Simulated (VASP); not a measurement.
Write the native input for VASP 6.6.1 that does the following.

| Property | Result |
| --- | --- |
| Task | band structure |
| Functional | PBE |
| Potentials or basis | VASP PAW PBE potentials, release 64 (Si) |
| Cutoff | 520 eV |
| k mesh | 10 × 10 × 10 |
| Occupations | gaussian, width 0.02 eV |
| Spin | no spin polarisation |
| Further INCAR settings | ALGO = Normal; EDIFF = 1e-07; AMIX = 0.2 |

The structure of Si lies in POSCAR:

```
Si                                      
1.0
    0.0000000000      2.7342400636      2.7342400636
    2.7342400636      0.0000000000      2.7342400636
    2.7342400636      2.7342400636      0.0000000000
  Si            
     2
Direct
     0.7500000000000000    0.7500000000000000    0.7500000000000000
     0.5000000000000000    0.5000000000000000    0.5000000000000000
```

One way to write it, as run:

INCAR

```
SYSTEM = Si
PREC = Accurate
ENCUT = 520
EDIFF = 1E-7
ISMEAR = 0
SIGMA = 0.02
LREAL = .False.
LASPH = .True.
NELM = 80
ALGO = Normal
ISIF = 2
LWAVE = .False.
LCHARG = .False.
GGA = PE
AMIX = 0.2
```

KPOINTS

```
Automatic mesh
0
Gamma
  10 10 10
  0 0 0
```

KPOINTS_OPT

```
path GXWKGLUWLK,UX
15
line-mode
reciprocal
 0.0000000000  0.0000000000  0.0000000000  G
 0.5000000000  0.0000000000  0.5000000000  X

 0.5000000000  0.0000000000  0.5000000000  X
 0.5000000000  0.2500000000  0.7500000000  W

 0.5000000000  0.2500000000  0.7500000000  W
 0.3750000000  0.3750000000  0.7500000000  K

 0.3750000000  0.3750000000  0.7500000000  K
 0.0000000000  0.0000000000  0.0000000000  G

 0.0000000000  0.0000000000  0.0000000000  G
 0.5000000000  0.5000000000  0.5000000000  L

 0.5000000000  0.5000000000  0.5000000000  L
 0.6250000000  0.2500000000  0.6250000000  U

 0.6250000000  0.2500000000  0.6250000000  U
 0.5000000000  0.2500000000  0.7500000000  W

 0.5000000000  0.2500000000  0.7500000000  W
 0.5000000000  0.5000000000  0.5000000000  L

 0.5000000000  0.5000000000  0.5000000000  L
 0.3750000000  0.3750000000  0.7500000000  K

 0.6250000000  0.2500000000  0.6250000000  U
 0.5000000000  0.0000000000  0.5000000000  X
```

Potentials or basis: VASP PAW PBE potentials, release 64 (Si).

Launch:

```console
$ cat potpaw_PBE.64/Si/POTCAR > POTCAR
$ mpirun -np 1 vasp_std > vasp.out
```

Results of the run:

```json
{
  "Pressure": "0.0 GPa",
  "Band gap on the k mesh": "0.62 eV, indirect (least direct gap 2.56 eV)",
  "Band gap along the path": "0.61 eV, indirect (least direct gap 2.56 eV)"
}
```

Run time: 39 s on 1 thread of AMD EPYC 7R13 Processor (Zen 3), with other jobs on the host, peak memory 0.14 GiB.
